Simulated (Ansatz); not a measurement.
In: equation of state with PBEsol

Crystal: In.

```
In
1.0
     1.66964    0.96397    8.20746
    -1.66964    0.96397    8.20746
     0.00000   -1.92793    8.20746
In
3
Cartesian
  0.0000 0.0000 5.4659
  0.0000 0.0000 19.1565
  0.0000 0.0000 0.0000
```

This isn't the form of In at room conditions, which is tetragonal.

| Property | Result |
| --- | --- |
| Program | Ansatz 0.2.0 |
| Task | equation of state |
| Functional | PBEsol |
| Potentials or basis | Ansatz PAW |
| Cutoff | 420 eV |
| Density cutoff | 1680 eV |
| k mesh | 9 × 9 × 9 |
| Occupations | fermi-dirac, width 0.05 eV |
| Spin | no spin polarisation |

| Property | Result |
| --- | --- |
| Equilibrium volume | 25.70 Å³/atom |
| Bulk modulus at fixed shape and positions | 43 GPa |
| Pressure derivative of the bulk modulus | 5.0 |

Energy against volume, from the lowest point:
```
volume (Å³/atom)  energy (meV/atom)
          24.834               4.03
          25.363               0.42
          25.891               0.00
          26.419               2.39
          26.948               7.27
          27.476              14.35
          28.005              23.38
```

All runs of the series together: 43 s on 2 threads of Intel(R) Xeon(R) Platinum 8259CL CPU @ 2.50GHz (Skylake/Cascade Lake) (shared host).

Caveat: the cell was scaled at fixed shape and fractional positions, which overstates the stiffness of a crystal with free parameters, most of all of layers and chains.
